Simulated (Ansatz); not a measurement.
A distorted cell of CaF$_{2}$ (fluorite):

```yaml
crystal:
  lattice:
    - [0.00000, 5.43914, 5.43914]
    - [2.71957, 0.00000, 2.71957]
    - [2.71957, 2.71957, 0.00000]
  atoms:
    - { symbol: Ca, position: [0.00000, 0.01354, 0.99126] }
    - { symbol: Ca, position: [0.50000, 0.98646, 0.00874] }
    - { symbol: F, position: [0.12500, 0.22533, 0.26593] }
    - { symbol: F, position: [0.62500, 0.27467, 0.23407] }
    - { symbol: F, position: [0.37500, 0.77467, 0.73407] }
    - { symbol: F, position: [0.87500, 0.72533, 0.76593] }
```

The numbers are results of r2SCAN (plane waves to 500 eV, PAW, scalar-relativistic; Ansatz, a program for electronic structure), not measurements. k mesh 11×11×11 (Γ-centred), Fermi-Dirac smearing 0.05 eV. Compression counts positive. CaF2 was relaxed with its symmetry unable to fall.

**Question.** Predict the force on every atom, in eV/Å.

**Answer.** 
```csv
atom,Fx,Fy,Fz
Ca1,-0.175,0.312,-0.462
Ca2,0.175,-0.312,0.462
F3,0.068,-0.233,0.321
F4,-0.217,0.284,-0.471
F5,-0.068,0.233,-0.321
F6,0.217,-0.284,0.471
```

**Question.** Give the stress tensor in GPa and the pressure.

**Answer.** 
```
   0.83    -0.22     0.24
  -0.22     0.86    -0.46
   0.24    -0.46     0.95
```
The pressure, a third of the trace, is 0.88 GPa.

(A displaced cell: forces are minus the slopes of the energy, force constants its curvatures, and phonons follow from these.)
